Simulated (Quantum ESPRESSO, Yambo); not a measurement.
# Quasiparticle gap of ZrSe2 (1T monolayer) in Yambo, part 3 of 3

Wanted: ground state, empty states, screening and self-energy for ZrSe2 (1T monolayer).

Quantum ESPRESSO 7.5 and Yambo 5.3.0; PBE and many-body steps on it, plane waves. Known limits of the many-body steps: not at the basis limit; no spin-orbit coupling.

So far. Step 3 (Bands along the symmetry lines): The gap is 0.530 eV, −0.021 eV from the run before at this level. Step 4 (Empty states on the mesh, 6×6×1 mesh, 124 bands): On this mesh the gap is 0.530 eV.

## (6) Screening and self-energy, 6×6×1 mesh, 124 bands, screening to 108.8 eV

G0W0 replaces the xc potential by the self-energy, built once from these orbitals. Only a window of levels is corrected, while the sums run over the empty bands that the input names.

This step: G0W0 on PBE, plane waves, norm-conserving pseudopotentials.

The input, gw1.in:

```
HF_and_locXC
gw0
dyson
ppa
em1d
rim_cut
rim_w
RandQpts= 3000000
RandGvec= 100 RL
CUTGeo= "slab z"
RandGvecW= 9 RL
EXXRLvcs= 104 Ry
VXCRLvcs= 416 Ry
Chimod= "HARTREE"
% BndsRnXp
 1 | 124 |
%
NGsBlkXp= 8 Ry
% LongDrXp
 1 | 1 | 0 |
%
% GbndRnge
 1 | 124 |
%
DysSolver= "n"
ExtendOut
PPAPntXp= 27.21138 eV
% QPkrange
 1 | 1 | 29 | 32 |
 4 | 4 | 29 | 32 |
%
```

Launch:

```console
$ OMP_NUM_THREADS=2 mpirun -n 4 yambo -F gw1.in -J gw1 -C gw1 > gw1.log
```

What it wrote:

```text
 Yambo, version 5.3.0

 [02] CORE Variables Setup
 =========================

  [... cell, symmetries and grids as in the set-up ...]

  [02.05] Energies & Occupations
  ==============================

  [X] === General ===
  [X] Electronic Temperature                        :  0.000000  0.000000 [eV K]
  [X] Bosonic    Temperature                        :  0.000000  0.000000 [eV K]
  [X] Finite Temperature mode                       : no
  [X] El. density                                   :  0.29858E+24 [cm-3]
  [X] Fermi Level                                   :  0.171324 [eV]

  [X] === Gaps and Widths ===
  [X] Conduction Band Min                           :  0.529598 [eV]
  [X] Valence Band Max                              :  0.000000 [eV]
  [X] Filled Bands                                  :  30
  [X] Empty Bands                                   :   31  124
  [X] Direct Gap                                    :  1.128932 [eV]
  [X] Direct Gap localized at k                     :  1
  [X] Indirect Gap                                  :  0.529598 [eV]
  [X] Indirect Gap between kpts                     :   1   4
  [X] Last valence band width                       :  1.924907 [eV]
  [X] 1st conduction band width                     :  1.311309 [eV]

 [03] Transferred momenta grid and indexing
 ==========================================

 IBZ Q-points                                      :   7
 BZ  Q-points                                      :   36

 K/Q-points units:
 rlu = crystal or reduced units; cc = cartesian coordinates; iku = interal k-units

 Q [1]          [rlu]:  0.000000  0.000000  0.000000
 Q [2]          [rlu]:  0.12861E-16  0.16667       0.0000
 Q [3]          [rlu]:  0.25723E-16  0.33333       0.0000
 Q [4]          [rlu]: -0.38584E-16 -0.50000       0.0000
 Q [5]          [rlu]:  0.166667  0.166667  0.000000
 Q [6]          [rlu]:  0.166667  0.333333  0.000000
 Q [7]          [rlu]:  0.333333  0.333333  0.000000

 [04] Coloumb potential Random Integration (RIM)
 ===============================================

 Performing RIM of v_slab

  [04.01] RIM initialization
  ==========================

  * Diagonal components only detected *

  8 x (sBL volume)        :  0.040647 [a.u.]
  sBZ random points       :  3000000
  Points outside the sBZ  :  24000829
  RL volume               :  0.182913 [a.u.]
  Integrated volume       :  0.182907 [a.u.]

  [04.02] RIM integrals
  =====================

  Gamma point sphere radius             :  0.039453 [a.u.]
  Points outside the sphere             :  2398884
  [Int_sBZ(q=0) 1/q^2]*(Vol_sBZ)^(-1/3) =:  7.536990
                                 should be <:  7.795600

  Summary of Coulomb integrals for non-metallic bands |Q|[au] RIM/Bare

  Q [1] 0.100000E-4 0.966826 * Q [2] 0.168026 1.021051
  Q [5] 0.291029 1.030874 * Q [3] 0.336051 1.027353
  Q [6] 0.444554 1.018655 * Q [4] 0.504077 1.015088
  Q [7] 0.582058 1.011472
  Non-periodic chartesian directions : none
  Optical renormalization            :  30.23562 [au]
  Polarizability dimension           : length

 [05] Coloumb potential CutOffslab
 =================================

 Cut directionsZ
 Slab Cutoff:Z
 Symmetry test passed : yes

 [06] Dipoles
 ============

  [06.01] Setup: observables and procedures
  =========================================

  [WARNING] [x,Vnl] slows the Dipoles computation. To neglect it rename the ns.kb_pp file

 [07] Dynamic Dielectric Matrix (PPA)
 ====================================

 [WR./gw1//ndb.pp]---------------------------------------------------------------
  Brillouin Zone Q/K grids (IBZ/BZ)                :    7   36    7   36
  RL vectors                                       :  28483 [WF]
  Coulomb cutoff potential                         : slab z
  Electronic Temperature                           :  0.000000 [K]
  Bosonic    Temperature                           :  0.000000 [K]
  PPA    diel. fun.  energies                      : Perdew, Burke & Ernzerhof(X)+Perdew, Burke & Ernzerhof(C)
  wavefunctions                                    : Perdew, Burke & Ernzerhof(X)+Perdew, Burke & Ernzerhof(C)
  Global Gauge                                     : length
  X matrix size                                    :   549
  X band range                                     :    1  124
  X e/h energy range                               : -1.000000 -1.000000 [eV]
  X Time ordering                                  : R
  X Hxc Kernel                                     : HARTREE
  X Drude frequency                                :  0.000000  0.000000
  X poles                                          :  100.0000 [o/o]
  RL vectors in the sum                            :  28483
  [r,Vnl] included                                 : yes
  Field direction                                  :  0.707107E-5  0.707107E-5   0.00000
  BZ energy Double Grid                            : no
  BZ energy DbGd points                            : 0
  BZ Q point size factor                           : -1.000000
  X Optical Averaged directions                    : none

 [08] Local Exchange-Correlation + Non-Local Fock
 ================================================

 [VXC] Plane waves :  194387
 [EXS] Plane waves :  24321

 QP @ state[ 1 ] K range:  1  1
 QP @ state[ 1 ] b range:   29   32
 QP @ state[ 2 ] K range:   4   4
 QP @ state[ 2 ] b range:   29   32

 [xc] Functional : Perdew, Burke & Ernzerhof(X)+Perdew, Burke & Ernzerhof(C)
 [xc] LIBXC used to calculate xc functional
  PP Number of Atomic Species                      :  2
  NLCC RL compoments                               :  194387
  PP Number of Atomic Species                      :  2
  NLCC RL compoments                               :  194387

 [xc] E_xc :  -56.40697 [Ha]
      E_xc :  -112.8139 [Ry]

  Local XC kind (lXC) : Perdew, Burke & Ernzerhof(X)+Perdew, Burke & Ernzerhof(C)
  Non-Local XC kind (nlXC) : Hartree-Fock

  Corrections @ K [1] :  [eV]
 <29|nlXC|29> = -16.42385  0.62019E-17 <29|lXC|29> = -14.68465  0.000000
 <30|nlXC|30> = -16.42391  0.34160E-17 <30|lXC|30> = -14.68466  0.000000
 <31|nlXC|31> = -8.699764 -0.30142E-17 <31|lXC|31> = -13.95999  0.23602E-16
 <32|nlXC|32> = -8.699778 -0.55355E-18 <32|lXC|32> = -13.96001  0.75527E-15

  Corrections @ K [4] :  [eV]
 <29|nlXC|29> = -16.02240 -0.75233E-17 <29|lXC|29> = -13.31444  0.23602E-16
 <30|nlXC|30> = -16.35358 -0.43830E-17 <30|lXC|30> = -13.97028  0.000000
 <31|nlXC|31> = -8.664409  0.77750E-18 <31|lXC|31> = -13.12646 -0.18882E-15
 <32|nlXC|32> = -8.625415 -0.34824E-18 <32|lXC|32> = -15.14308  0.000000

 [09] Dyson equation: Newton solver
 ==================================

  [09.01] RIM-W interpolation
  ===========================

  [WARNING] RIM-W works only for 2D semiconductors with slab cutoff
  Found compatible q grid: 2D
  q_min[ 1 ]:  0.16667      0.53632E-12   0.0000     [rlu]
   0.166667  0.083333  0.000000 [iku]
  q_min[ 2 ]:  0.12861E-16  0.16667       0.0000     [rlu]
  -0.10107E-10  0.16667       0.0000     [iku]
  G-vectors :   9
  G-vectors loaded:   63
  Number of interpolated frequencies:  2

  Evaluating coefficients q = 0
  Evaluating coefficients q = 0

  [09.02] RIM-W integrals
  =======================

  8 x (sBL volume)        :  0.040647 [a.u.]
  sBZ random points       :  3000000
  Points outside the sBZ  :  24000829
  RL volume               :  0.182913 [a.u.]
  Integrated volume       :  0.182907 [a.u.]

  [09.03] RIM integrals
  =====================

  Comparison between head Wc = W - v averages: < Wc > [au] RIM-W/RIM

   < -Wc [Q = 1] > 0.395268E-1 0.767427E-4 * < -Wc [Q = 2] > 0.005158 0.004982
   < -Wc [Q = 3] > 0.941796E-3 0.923164E-3 * < -Wc [Q = 4] > 0.323038E-3 0.319714E-3
   < -Wc [Q = 5] > 0.001369 0.001337 * < -Wc [Q = 6] > 0.454279E-3 0.449119E-3
   < -Wc [Q = 7] > 0.218715E-3 0.217211E-3

  Comparison between head Wc = W - v averages: < Wc > [au] RIM-W/RIM

   < -Wc [G = 1,G`=0] > 0.395268E-1 0.767427E-4 * < -Wc [G = 2,G`=0] >-0.002048 0.000000
   < -Wc [G = 3,G`=0] >-0.002048 0.000000 * < -Wc [G = 4,G`=0] > 0.116794E-4  0.00000
   < -Wc [G = 5,G`=0] > 0.116978E-4  0.00000 * < -Wc [G = 6,G`=0] > 0.139173E-3  0.00000
   < -Wc [G = 7,G`=0] > 0.139138E-3  0.00000 * < -Wc [G = 8,G`=0] >-0.281886E-4  0.00000
   < -Wc [G = 9,G`=0] >-0.281831E-4  0.00000

 [10] G0W0 (W PPA)
 =================

 [  GW  ] Bands range     :    1  124
 [GW/PPA] G damping       :  0.100000 [eV]

 QP @ state[ 1 ] K range:  1  1
 QP @ state[ 1 ] b range:   29   32
 QP @ state[ 2 ] K range:   4   4
 QP @ state[ 2 ] b range:   29   32

  Sc/G bands                                       :    1  124
  Sc/G damping                                     :  0.100000 ev
  Sc bands terminator                              : no
  Sx RL components                                 :  24321

  QP @ state[ 1 ] K range                          :  1  1
  QP @ state[ 1 ] b range                          :   29   32
  QP @ state[ 2 ] K range                          :   4   4
  QP @ state[ 2 ] b range                          :   29   32
  GF energies kind                                 : Perdew, Burke & Ernzerhof(X)+Perdew, Burke & Ernzerhof(C)
  GF WF`s kind                                     : Perdew, Burke & Ernzerhof(X)+Perdew, Burke & Ernzerhof(C)
  Xs energies kind                                 : Perdew, Burke & Ernzerhof(X)+Perdew, Burke & Ernzerhof(C)
  Xs WF`s kind                                     : Perdew, Burke & Ernzerhof(X)+Perdew, Burke & Ernzerhof(C)

 [14] Game Over & Game summary
```

Elapsed: 3.8 min, on 4 MPI ranks of Intel Xeon 6975P-C (Granite Rapids), shared host; peak memory 5.5 GiB; 25 min of CPU time.

Numbers from this step:

| Item | Value |
| --- | --- |
| G0W0 gap on the points computed | 1.504 eV |
| starting gap on the mesh | 0.5296 eV |
| k of the valence top | 0, 0, 0 |
| k of the conduction bottom | 0, -0.5, 0 |
| least direct G0W0 gap on the computed points | 2.265 eV |
| Z at the valence top | 0.7311 |
| Z at the conduction bottom | 0.7264 |

The gap on the mesh goes from 0.53 eV to 1.50 eV, a correction of +0.97 eV. The start differs from the 0.55 eV found before because the two sample other k points.

Limits: finite bands, cutoff and mesh; no spin-orbit coupling. v1 is the top filled band, c1 the lowest empty one. Levels before and after the correction, in eV, zero at the valence-band top of each column:

```csv
,conduction bottom,valence top
Kohn-Sham,0.53,0.00
G0W0,1.50,0.00
```

```csv
,level,energy (eV)
Kohn-Sham,Γ v2-v1,0.000
Kohn-Sham,Γ c1-c2,1.129
Kohn-Sham,(0 -0.5 0) v2,-1.453
Kohn-Sham,(0 -0.5 0) v1,-1.047
Kohn-Sham,(0 -0.5 0) c1,0.530
Kohn-Sham,(0 -0.5 0) c2,2.573
G0W0,Γ v2-v1,0.000
G0W0,Γ c1-c2,2.265
G0W0,(0 -0.5 0) v2,-1.706
G0W0,(0 -0.5 0) v1,-1.203
G0W0,(0 -0.5 0) c1,1.504
G0W0,(0 -0.5 0) c2,3.906
```

## (7) Where the time went

Times are wall times on the hardware named with each run, good to a factor of about two.

```csv
step,time,share,memory (GiB)
ground state,34 s,11 %,1.8
bands along the symmetry lines,16 s,5 %,1.5
empty states on the mesh,23 s,8 %,1.6
conversion and set-up,3.4 s,1 %,0.27
screening and self-energy,3.8 min,75 %,5.5
```

## (8) What came out

```yaml
pbe_gap: 0.53 eV, indirect
g0w0_gap_on_the_mesh: 1.50 eV
gw_settings: 6×6×1 mesh, 124 bands, screening to 108.8 eV, Godby-Needs plasmon pole
known_limits: not at the basis limit; no spin-orbit coupling
```

**Reading.** G0W0 moves the gap on the mesh from 0.53 eV to 1.50 eV (+0.97 eV), with Z of 0.73 and 0.73 at the edges. Only 2 of the mesh's irreducible points were corrected, so a valley elsewhere could overtake. The dearest step here is «screening and self-energy». Bands and cutoff are finite, so the gap is not at the basis limit. The miss can reach some tenths of an eV and take either sign; the mesh is an error of its own. In the G0W0 run levels were corrected at 2 k points alone, so a gap called «on the mesh» is the least over those, and an edge elsewhere would be missed. The many-body steps are scalar-relativistic: spin-orbit coupling is not in them.

[Paths, hosts, dates, memory and timing lines, banners, echoed tables and standing remarks are left out of the program output.]

[Logs are printed without paths, hosts, clocks, repeated set-up lines and the standing remarks that a program may print on its own settings, such as how far it seeks lower states.]

[Runs of the session that timed out or met a known fault of the program may be left out.]

[Hosts, paths, dates, database ids (printed as entryN), source tags and the programs' standing remarks are cut or masked in the printed files.]
